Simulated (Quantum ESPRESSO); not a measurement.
# AlCo (Pm-3m) in Quantum ESPRESSO: a series of runs

The runs below take AlCo through phonons, with LDA, PBEsol+D3(BJ).

All numbers are computed with Quantum ESPRESSO 7.5; they aren't measurements. Logs are shortened: lines on timing, memory, paths and dates and some standing lists are left out, and cuts for length are marked.

### 1 Starting point

The structure is cubic, space group Pm-3m (No. 221). Conventional cell: a = 2.819 Å, b = 2.819 Å, c = 2.819 Å, α = 90.00°, β = 90.00°, γ = 90.00°. Co (site symmetry m-3m) is surrounded by 8 Al at 2.44 Å. Around Al (site symmetry m-3m) lie 8 Co at 2.44 Å.

The cell is a database's computed one.

### 2 Phonons, LDA, collinear spin, ferromagnetic start

Contents of pw.in:

```
&CONTROL
  calculation = 'scf'
  prefix = 'pwscf'
  outdir = './tmp'
  pseudo_dir = './pseudo'
  tprnfor = .true.
  tstress = .true.
  disk_io = 'low'
/
&SYSTEM
  ibrav = 0
  nat = 2
  ntyp = 2
  ecutwfc = 56
  ecutrho = 448
  nbnd = 19
  occupations = 'smearing'
  smearing = 'gaussian'
  degauss = 0.01999163
  nspin = 2
  starting_magnetization(1) = 0.1176
  starting_magnetization(2) = 0
/
&ELECTRONS
  conv_thr = 4d-10
  electron_maxstep = 120
  mixing_beta = 0.3
/
ATOMIC_SPECIES
Co    58.9332 co_lda_v1.2.uspp.F.UPF
Al    26.9815 al_lda_v1.uspp.F.UPF
CELL_PARAMETERS angstrom
   2.8194032100    0.0000000000    0.0000000000
   0.0000000000    2.8194032100    0.0000000000
   0.0000000000    0.0000000000    2.8194032100
ATOMIC_POSITIONS crystal
Co     0.5000000000    0.5000000000    0.5000000000
Al     0.0000000000    0.0000000000    0.0000000000
K_POINTS automatic
9 9 9 0 0 0
```

Contents of relax.in:

```
&CONTROL
  calculation = 'vc-relax'
  prefix = 'pwscf'
  outdir = './tmp'
  pseudo_dir = './pseudo'
  tprnfor = .true.
  tstress = .true.
  disk_io = 'low'
  nstep = 40
  forc_conv_thr = 0.0001
  etot_conv_thr = 1d-06
/
&SYSTEM
  ibrav = 0
  nat = 2
  ntyp = 2
  ecutwfc = 56
  ecutrho = 448
  nbnd = 19
  occupations = 'smearing'
  smearing = 'gaussian'
  degauss = 0.01999163
  nspin = 2
  starting_magnetization(1) = 0.1176
  starting_magnetization(2) = 0
/
&ELECTRONS
  conv_thr = 4d-10
  electron_maxstep = 120
  mixing_beta = 0.3
/
&IONS
  ion_dynamics = 'bfgs'
/
&CELL
  cell_dynamics = 'bfgs'
  press = 0
  press_conv_thr = 0.2
/
ATOMIC_SPECIES
Co    58.9332 co_lda_v1.2.uspp.F.UPF
Al    26.9815 al_lda_v1.uspp.F.UPF
CELL_PARAMETERS angstrom
   2.8194032100    0.0000000000    0.0000000000
   0.0000000000    2.8194032100    0.0000000000
   0.0000000000    0.0000000000    2.8194032100
ATOMIC_POSITIONS crystal
Co     0.5000000000    0.5000000000    0.5000000000
Al     0.0000000000    0.0000000000    0.0000000000
K_POINTS automatic
9 9 9 0 0 0
```

Contents of scf2.in:

```
&CONTROL
  calculation = 'scf'
  prefix = 'pwscf'
  outdir = './tmp'
  pseudo_dir = './pseudo'
  tprnfor = .true.
  tstress = .true.
  disk_io = 'low'
/
&SYSTEM
  ibrav = 0
  nat = 2
  ntyp = 2
  ecutwfc = 56
  ecutrho = 448
  nbnd = 19
  occupations = 'smearing'
  smearing = 'gaussian'
  degauss = 0.01999163
  nspin = 2
  starting_magnetization(1) = 0.1176
  starting_magnetization(2) = 0
/
&ELECTRONS
  conv_thr = 1d-13
  electron_maxstep = 120
  mixing_beta = 0.3
  startingpot = 'file'
  startingwfc = 'file'
/
ATOMIC_SPECIES
Co    58.9332 co_lda_v1.2.uspp.F.UPF
Al    26.9815 al_lda_v1.uspp.F.UPF
CELL_PARAMETERS angstrom
   2.7945262960    0.0000000000    0.0000000000
   0.0000000000    2.7945262960    0.0000000000
   0.0000000000    0.0000000000    2.7945262960
ATOMIC_POSITIONS crystal
Co     0.5000000000    0.5000000000    0.5000000000
Al     0.0000000000    0.0000000000    0.0000000000
K_POINTS automatic
9 9 9 0 0 0
```

Contents of ph.in:

```
phonons of AlCo
&INPUTPH
  prefix = 'pwscf'
  outdir = './tmp'
  tr2_ph = 1d-18
  fildyn = 'dyn'
  niter_ph = 90
  alpha_mix(1) = 0.4
/
0.0000000000 0.0000000000 0.0000000000
```

Contents of dynmat.in:

```
&INPUT
  fildyn = 'dyn'
  asr = 'crystal'
  filout = 'dynmat.disp'
  fileig = 'dynmat.eig'
/
```

Potentials or basis: GBRV 1.5 LDA.

Launch:

```
OMP_NUM_THREADS=1 pw.x -in pw.in > pw.out
OMP_NUM_THREADS=1 pw.x -in relax.in > relax.out
OMP_NUM_THREADS=1 pw.x -in scf2.in > scf2.out
OMP_NUM_THREADS=1 ph.x -in ph.in > ph.out
OMP_NUM_THREADS=1 dynmat.x -in dynmat.in > dynmat.out
```

pw.out:

```text
This program is part of the open-source Quantum ESPRESSO suite
     for quantum simulation of materials; please cite
[... 9 lines left out ...]
     --------------------
     sticks:   dense  smooth     PW     G-vecs:    dense   smooth      PW
     Sum        1005     505    161                24207     8601    1503

     Using Slab Decomposition

     bravais-lattice index     =            0
     lattice parameter (alat)  =       5.3279  a.u.
     unit-cell volume          =     151.2405 (a.u.)^3
     number of atoms/cell      =            2
     number of atomic types    =            2
     number of electrons       =        20.00
     number of Kohn-Sham states=           19
     kinetic-energy cutoff     =      56.0000  Ry
     charge density cutoff     =     448.0000  Ry
     scf convergence threshold =      4.0E-10
     mixing beta               =       0.3000
     number of iterations used =            8  plain     mixing
     Exchange-correlation= SLA  PZ   NOGX NOGC
                           (   1   1   0   0   0   0   0)

     celldm(1)=   5.327900  celldm(2)=   0.000000  celldm(3)=   0.000000
     celldm(4)=   0.000000  celldm(5)=   0.000000  celldm(6)=   0.000000

     crystal axes: (cart. coord. in units of alat)
               a(1) = (   1.000000   0.000000   0.000000 )
               a(2) = (   0.000000   1.000000   0.000000 )
               a(3) = (   0.000000   0.000000   1.000000 )

     reciprocal axes: (cart. coord. in units 2 pi/alat)
               b(1) = (  1.000000  0.000000  0.000000 )
               b(2) = (  0.000000  1.000000  0.000000 )
               b(3) = (  0.000000  0.000000  1.000000 )

     PseudoPot. # 1 for Co read from file:
     co_lda_v1.2.uspp.F.UPF
     Pseudo is Ultrasoft + core correction, Zval = 17.0
     Generated by new atomic code, or converted to UPF format
     Using radial grid of  863 points,  6 beta functions with:
                l(1) =   0
                l(2) =   0
                l(3) =   1
                l(4) =   1
                l(5) =   2
                l(6) =   2
     Q(r) pseudized with  8 coefficients,  rinner =    1.200   1.200   1.200
                                                       1.200   1.200

     PseudoPot. # 2 for Al read from file:
     al_lda_v1.uspp.F.UPF
     Pseudo is Ultrasoft + core correction, Zval =  3.0
     Generated by new atomic code, or converted to UPF format
     Using radial grid of  893 points,  3 beta functions with:
                l(1) =   0
                l(2) =   1
                l(3) =   2
     Q(r) pseudized with  8 coefficients,  rinner =    0.900   0.900   0.900
                                                       0.900   0.900

     atomic species   valence    mass     pseudopotential
     Co               17.00    58.93320     Co( 1.00)
     Al                3.00    26.98150     Al( 1.00)

     Starting magnetic structure
     atomic species   magnetization
     Co              0.118
     Al              0.000

     48 Sym. Ops., with inversion, found

   Cartesian axes

     site n.     atom                  positions (alat units)
         1        Co     tau(   1) = (   0.5000000   0.5000000   0.5000000  )
         2        Al     tau(   2) = (   0.0000000   0.0000000   0.0000000  )

     number of k points=    35  Gaussian smearing, width (Ry)=  0.0200
                       cart. coord. in units 2pi/alat
        k(    1) = (   0.0000000   0.0000000   0.0000000), wk =   0.0013717
        k(    2) = (   0.0000000   0.0000000   0.1111111), wk =   0.0082305
        k(    3) = (   0.0000000   0.0000000   0.2222222), wk =   0.0082305
        k(    4) = (   0.0000000   0.0000000   0.3333333), wk =   0.0082305
        k(    5) = (   0.0000000   0.0000000   0.4444444), wk =   0.0082305
        k(    6) = (   0.0000000   0.1111111   0.1111111), wk =   0.0164609
[... 27 lines left out ...]
        k(   34) = (   0.3333333   0.4444444   0.4444444), wk =   0.0329218
        k(   35) = (   0.4444444   0.4444444   0.4444444), wk =   0.0109739

     Dense  grid:    24207 G-vectors     FFT dimensions: (  36,  36,  36)

     Smooth grid:     8601 G-vectors     FFT dimensions: (  25,  25,  25)

     Check: negative core charge=   -0.000014
     Generating pointlists ...
     new r_m :   0.3572 (alat units)  1.9033 (a.u.) for type    1
     new r_m :   0.3572 (alat units)  1.9033 (a.u.) for type    2

     Initial potential from superposition of free atoms

     starting charge      18.9978, renormalised to      20.0000
     Starting wfcs are   17 randomized atomic wfcs +    2 random wfcs

     Self-consistent Calculation

     iteration #  1     ecut=    56.00 Ry     beta= 0.30
     Davidson diagonalization with overlap
     ethr =  1.00E-02,  avg # of iterations =  5.6

     total energy              =    -299.66522118 Ry
     estimated scf accuracy    <      16.22068100 Ry

     total magnetization       =     0.28 Bohr mag/cell
     absolute magnetization    =     0.57 Bohr mag/cell
[... 168 lines left out ...]
     total magnetization       =    -0.00 Bohr mag/cell
     absolute magnetization    =     0.00 Bohr mag/cell

     iteration # 19     ecut=    56.00 Ry     beta= 0.30
     Davidson diagonalization with overlap
     ethr =  2.62E-12,  avg # of iterations =  2.0

     Magnetic moment per site  (integrated on atomic sphere of radius R)
     atom   1 (R=0.357)  charge= 15.6813  magn=  0.0000
     atom   2 (R=0.357)  charge=  1.2510  magn= -0.0000

     End of self-consistent calculation

 ------ SPIN UP ------------

          k = 0.0000 0.0000 0.0000 (  1045 PWs)   bands (ev):

   -79.4260 -43.1369 -43.1369 -43.1369   3.2548  11.4462  11.4462  13.7066
    13.7066  13.7066  20.6001  20.6001  20.6001  23.5596  23.5596  29.7810
    36.3588  36.3588  36.3588

          k = 0.0000 0.0000 0.1111 (  1061 PWs)   bands (ev):

   -79.4255 -43.1428 -43.1364 -43.1364   3.4942  11.4189  11.5114  13.5766
    13.5766  13.7202  18.8523  20.9326  20.9326  23.5179  25.1092  30.5499
    34.3180  34.3180  36.3540
[... 193 lines left out ...]
          k = 0.4444 0.4444 0.4444 (  1070 PWs)   bands (ev):

   -79.4152 -43.1757 -43.1756 -43.1756  10.2802  10.5420  10.5420  14.1505
    14.1505  15.8470  17.0686  17.0686  18.8087  20.4581  20.4581  21.2187
    24.6642  41.8759  41.8759

 ------ SPIN DOWN ----------

          k = 0.0000 0.0000 0.0000 (  1045 PWs)   bands (ev):

   -79.4260 -43.1369 -43.1369 -43.1369   3.2548  11.4463  11.4463  13.7066
    13.7066  13.7066  20.6001  20.6001  20.6001  23.5596  23.5596  29.7810
    36.3588  36.3588  36.3588

          k = 0.0000 0.0000 0.1111 (  1061 PWs)   bands (ev):

   -79.4255 -43.1428 -43.1364 -43.1364   3.4942  11.4189  11.5114  13.5766
    13.5766  13.7202  18.8523  20.9326  20.9326  23.5179  25.1092  30.5499
    34.3180  34.3180  36.3553
[... 193 lines left out ...]
          k = 0.4444 0.4444 0.4444 (  1070 PWs)   bands (ev):

   -79.4152 -43.1757 -43.1756 -43.1756  10.2802  10.5420  10.5420  14.1505
    14.1505  15.8470  17.0686  17.0686  18.8087  20.4581  20.4581  21.2187
    24.6642  41.8759  41.8759

     the Fermi energy is    14.5114 ev

!    total energy              =    -305.08432502 Ry
     estimated scf accuracy    <          1.3E-11 Ry
     smearing contrib. (-TS)   =      -0.00197750 Ry
     internal energy E=F+TS    =    -305.08234752 Ry

     The total energy is F=E-TS. E is the sum of the following terms:
     one-electron contribution =    -210.62192907 Ry
     hartree contribution      =     116.28963006 Ry
     xc contribution           =     -36.70171147 Ry
     ewald contribution        =    -174.04833704 Ry

     total magnetization       =     0.00 Bohr mag/cell
     absolute magnetization    =     0.00 Bohr mag/cell

     convergence has been achieved in  19 iterations

     Forces acting on atoms (cartesian axes, Ry/au):

     atom    1 type  1   force =     0.00000000    0.00000000    0.00000000
     atom    2 type  2   force =     0.00000000    0.00000000    0.00000000

     Total force =     0.000000     Total SCF correction =     0.000000

     Computing stress (Cartesian axis) and pressure

          total   stress  (Ry/bohr**3)                   (kbar)     P=      -52.39
  -0.00035613   0.00000000   0.00000000          -52.39        0.00        0.00
   0.00000000  -0.00035613   0.00000000            0.00      -52.39        0.00
   0.00000000   0.00000000  -0.00035613            0.00        0.00      -52.39

=------------------------------------------------------------------------------=
   JOB DONE.
=------------------------------------------------------------------------------=
```

It took 3.7 min on 1 thread of Intel Xeon 6975P-C (Granite Rapids), shared host; peak memory 0.16 GiB.

Results:

```
Free energy                                           : -4150.8932 eV
Relaxed volume                                        : 10.91 Å³/atom
Relaxed cell                                          : a = 2.795 Å, b = 2.795 Å, c = 2.795 Å, α = 90.00°, β = 90.00°, γ = 90.00°
Space group after relaxing (to 0.05 Å)                : Pm-3m (No. 221)
Pressure after relaxing                               : 0.0 GPa
Band gap on the k mesh                                : none (metal or under the smearing width)
Net moment                                            : 0.00 μB per cell
Absolute moment                                       : 0.00 μB per cell
Valence electrons inside the program's atomic spheres : Co 15.68; Al 1.25
Highest phonon frequency at Γ                         : 347 cm⁻¹
```

The path:
```
step  energy change (eV)  largest force (eV/Å)  pressure (GPa)  volume (Å³)
   1              0.0000                0.0000           -5.24        22.41
   2             -0.0097                0.0000            0.07        21.82
   3             -0.0097                0.0000           -0.03        21.83
   4             -0.0097                0.0000            0.00        21.82
   5             -0.0097                0.0000            0.00        21.82
```

Final structure:
```
CELL_PARAMETERS angstrom
2.79453 0.00000 0.00000
0.00000 2.79453 0.00000
0.00000 0.00000 2.79453
ATOMIC_POSITIONS crystal
Co 0.50000 0.50000 0.50000
Al 0.00000 0.00000 0.00000
```

Levels at points of the mesh, in eV from the Fermi level:
Spin up:
```
           k point  band 6  band 7  band 8  band 9  band 10  band 11  band 12  band 13  band 14  band 15
(0.00, 0.00, 0.00)   -3.20   -3.20   -0.84   -0.84    -0.84     6.22     6.22     6.22     9.15     9.15
```
Spin down:
```csv
k point,band 6,band 7,band 8,band 9,band 10,band 11,band 12,band 13,band 14,band 15
"(0.00, 0.00, 0.00)",-3.20,-3.20,-0.84,-0.84,-0.84,6.22,6.22,6.22,9.15,9.15
```

Phonon frequencies in cm⁻¹ (negative: imaginary):
| q point | frequencies |
| --- | --- |
| (0.000, 0.000, 0.000) | -7 -7 -7 347 347 347 |

Optical modes at Γ, degenerate ones joined:
| cm⁻¹ | components | symmetry | active in |
| --- | --- | --- | --- |
| 347 | 3 | T1u | IR |

Caveat: the mesh is thin for the phonons of a metal; the starting moments collapsed, and a magnetic state may lie lower.

(Continued in part 2 of 2.)
